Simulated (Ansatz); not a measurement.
The system is MnH2O2 (Pyrochroite).

```xyz
5
Lattice="3.2500 0.0000 0.0000 -1.6250 2.8146 0.0000 0.0000 0.0000 4.4800" Properties=species:S:1:pos:R:3 pbc="T T T"
Mn    0.0000    0.0000    0.0000
O     1.6250    0.9382    3.4675
O     0.0000    1.8764    1.0125
H     1.6250    0.9382    2.4819
H     0.0000    1.8764    1.9981
```

- Program: Ansatz 0.2.0
- Task: relaxation of cell and atoms
- Functional: PBEsol
- Potentials or basis: Ansatz PAW
- Cutoff: 420 eV (not typed: the program's choice for these potentials)
- k mesh: 9 × 9 × 6
- Occupations: fermi-dirac, width 0.05 eV
- Spin: collinear spin, ferromagnetic start
- Starting moments: [4.0, 0.0, 0.0, 0.0, 0.0] μB

At the start: volume 8.20 Å³/atom.

Task: Where does the relaxation end?

Result: It ends after 7 steps and the volume is 8.62 Å³/atom (+5.1 %); space group P-3m1 (No. 164, to 0.05 Å); moment 5.00 μB per cell.

Step by step:
```
step  energy change (eV)  largest force (eV/Å)  volume (Å³)
   1              0.0000                0.8937        40.98
   2             -0.0475                0.2875        42.35
   3             -0.0517                0.0143        42.74
   4             -0.0510                0.0035        42.89
   5             -0.0625                0.0058        42.89
   6             -0.0618                0.0035        43.08
   7             -0.0628                0.0036        43.08
```

Final structure:
```cif
data_structure
_symmetry_space_group_name_H-M 'P 1'
_symmetry_Int_Tables_number 1
_cell_length_a 3.3032
_cell_length_b 3.3032
_cell_length_c 4.5594
_cell_angle_alpha 90.000
_cell_angle_beta 90.000
_cell_angle_gamma 120.000
_cell_volume 43.08
loop_
_atom_site_label
_atom_site_type_symbol
_atom_site_fract_x
_atom_site_fract_y
_atom_site_fract_z
_atom_site_occupancy
Mn1 Mn 0.00000 0.00000 0.00000 1
O1 O 0.66667 0.33333 0.76770 1
O2 O 0.33333 0.66667 0.23230 1
H1 H 0.66667 0.33333 0.55294 1
H2 H 0.33333 0.66667 0.44706 1
```

Caveat: the plane-wave basis is chosen anew once the cell has moved, so the energies of steps on either side of that aren't comparable; the pressure holds a Pulay correction of +0.8 GPa for the finite cutoff; a cell with one magnetic atom can't hold antiferromagnetic order, which such compounds often take; the PAW data sets come from PBE, with cores solved anew for the run's functional, which leaves a small shift of forces and pressure.
